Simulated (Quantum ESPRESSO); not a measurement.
**TiAl: phonons with PBE**

TiAl:

```xyz
2
Lattice="2.8673 0.0000 0.0000 -1.4336 2.4831 0.0000 0.0000 0.0000 4.6781" Properties=species:S:1:pos:R:3 pbc="T T T"
Ti    0.0000    0.0000    0.0000
Al    0.0000    1.6554    2.3390
```

The cell comes from a database or a generator and needn't be the stable form of this composition.

```yaml
Program: Quantum ESPRESSO 7.5
Task: phonons
Functional: PBE
Potentials_or_basis: GBRV 1.5 PBE
Cutoff: 612 eV
Density_cutoff: 4898 eV
k_mesh: 11 × 11 × 6
Occupations: gaussian, width 0.272 eV
Spin: no spin polarisation
Mixing_beta: 0.5
Most_SCF_iterations: 120
SCF_threshold: 4e-10 Ry
```

```
Relaxed volume                         : 16.74 Å³/atom
Relaxed cell                           : a = 2.889 Å, b = 2.889 Å, c = 4.632 Å, α = 90.00°, β = 90.00°, γ = 120.00°
Space group after relaxing (to 0.05 Å) : P-6m2 (No. 187)
Pressure after relaxing                : 0.0 GPa
Band gap on the k mesh                 : none (metal or under the smearing width)
Highest phonon frequency at Γ          : 336 cm⁻¹
```

The path:
| step | energy change (eV) | largest force (eV/Å) | pressure (GPa) | volume (Å³) |
| --- | --- | --- | --- | --- |
| 1 | 0.0000 | 0.0000 | 0.31 | 33.31 |
| 2 | -0.0013 | 0.0000 | 0.19 | 33.36 |
| 3 | -0.0022 | 0.0000 | 0.10 | 33.40 |
| 4 | -0.0029 | 0.0000 | 0.01 | 33.46 |
| 5 | -0.0030 | 0.0000 | -0.01 | 33.47 |
| 6 | -0.0030 | 0.0000 | 0.00 | 33.47 |

Final structure:
```cif
data_structure
_symmetry_space_group_name_H-M 'P 1'
_symmetry_Int_Tables_number 1
_cell_length_a 2.8885
_cell_length_b 2.8885
_cell_length_c 4.6323
_cell_angle_alpha 90.000
_cell_angle_beta 90.000
_cell_angle_gamma 120.000
_cell_volume 33.47
loop_
_atom_site_label
_atom_site_type_symbol
_atom_site_fract_x
_atom_site_fract_y
_atom_site_fract_z
_atom_site_occupancy
Ti1 Ti 0.00000 0.00000 0.00000 1
Al1 Al 0.33333 0.66667 0.50000 1
```

Levels at points of the mesh, in eV from the Fermi level:
```csv
k point,band 6,band 7,band 8,band 9,band 10,band 11
"(0.00, 0.00, 0.00)",-2.22,-1.72,1.25,1.25,2.70,2.70
"(0.00, 0.00, -0.50)",-5.24,-0.34,1.27,1.27,2.62,2.62
```

Phonon frequencies in cm⁻¹ (negative: imaginary):
| q point | frequencies |
| --- | --- |
| (0.000, 0.000, 0.000) | -3 -3 5 181 181 336 |

Optical modes at Γ, degenerate ones joined:
```tsv
cm⁻¹	components	symmetry	active in
181	2	E'	IR and Raman
336	1	A''2	IR
```

Wall time 5.9 min on 1 thread of Arm Neoverse V1, with other jobs on the host, peak memory 0.15 GiB.

Caveat: the mesh is thin for the phonons of a metal.
